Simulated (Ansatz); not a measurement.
## Ga: pressure and energy above lowest point against volume per atom

All results are calculated (Ansatz 0.2.0 development build). Equation of state of a cubic crystal from periodic Kohn-Sham density functional theory without spin; pressure corrected for the finite basis.

Cell of the first row (space group Pm-3m, No. 221):
```
cell vectors (Å)
   2.6647     0.0000     0.0000
   0.0000     2.6647     0.0000
   0.0000     0.0000     2.6647
atoms (fractions of the cell vectors)
Ga  0.00000  0.00000  0.00000
```

Settings of every row: formula Ga; structure type simple cubic; functional PBE; spin treatment none; k mesh 40x40x40; occupation method fermi-dirac; occupation width 0.061225619 eV; wave cutoff 420 eV; datasets soft-1 PAW; density cutoff ratio 4.

Limits: a cubic model structure, not a phase known at ambient conditions.

```csv
row,volume per atom (Å³),pressure (GPa),energy above lowest point (meV/atom)
1,18.92,?,?
2,19.323,2.035,4.84
3,19.725,0.941,1.12
4,20.128,-0.03,0
5,20.53,-0.895,1.18
6,20.933,-1.667,4.42
7,21.335,-2.346,9.47
```

Question: what pressure and energy above lowest point should row 1 give?

Worked fit of pressure. Take u = (V_r/V)^(2/3) − 1 with V_r = 20.329 Å³ an atom, which is twice the finite (Eulerian) strain; such expansions in the strain, on which the Birch-Murnaghan equation of state is built, carry the rest volume and the bulk modulus. The shown rows have u = 0.03441, 0.02031, 0.00665, -0.00654, -0.01933, -0.03169. Least squares give pressure = −0.4765 + 65.669 × u + 211.31 × u² GPa; a straight line predicts inner rows, each left out in turn, worse (root mean square 0.088 against 0.0029 GPa). The rows lie off it by 0.002, -0.003, 0.000, 0.002, 0.000, -0.001. The pressure vanishes at u = 0.0071, or V = 20.11 Å³ an atom, and there the bulk modulus at fixed shape and fractions is B = −V dP/dV = (2/3)(1 + u) dP/du = 46.1 GPa. The withheld row has u = 0.04905, so the fit gives −0.4765 + 65.669 × (0.04905) + 211.31 × (0.04905)² = 3.253 GPa.

The calculation gave 3.272 GPa. The fit lies 0.019 GPa (0.34 % of the column's range) below it; its largest miss of a shown row is 0.003 GPa. This row lies beyond the range of the fit.

Worked fit of energy above lowest point. Take u = (V_r/V)^(2/3) − 1 with V_r = 20.329 Å³ an atom, which is twice the finite (Eulerian) strain; such expansions in the strain, on which the Birch-Murnaghan equation of state is built, carry the rest volume and the bulk modulus. The shown rows have u = 0.03441, 0.02031, 0.00665, -0.00654, -0.01933, -0.03169. Least squares give energy above lowest point = 0.318 − 90.6 × u + 6348.7 × u² + 2988 × u³ meV/atom; a parabola predicts inner rows, each left out in turn, worse (root mean square 0.035 against 0.0037 meV/atom). All shown rows lie on it to the printed digit. Its lowest point lies at u = 0.0071, or V = 20.11 Å³ an atom, and the curvature there gives the bulk modulus at fixed shape and fractions, B = (4/9)(1 + u)² E″(u)/V = 46 GPa. The withheld row has u = 0.04905, so the fit gives 0.318 − 90.6 × (0.04905) + 6348.7 × (0.04905)² + 2988 × (0.04905)³ = 11.50 meV/atom.

The calculation gave 11.47 meV/atom. The fit lies 0.03 meV/atom (0.26 % of the column's range) above it; its largest miss of a shown row is 0.00 meV/atom. This row lies beyond the range of the fit.
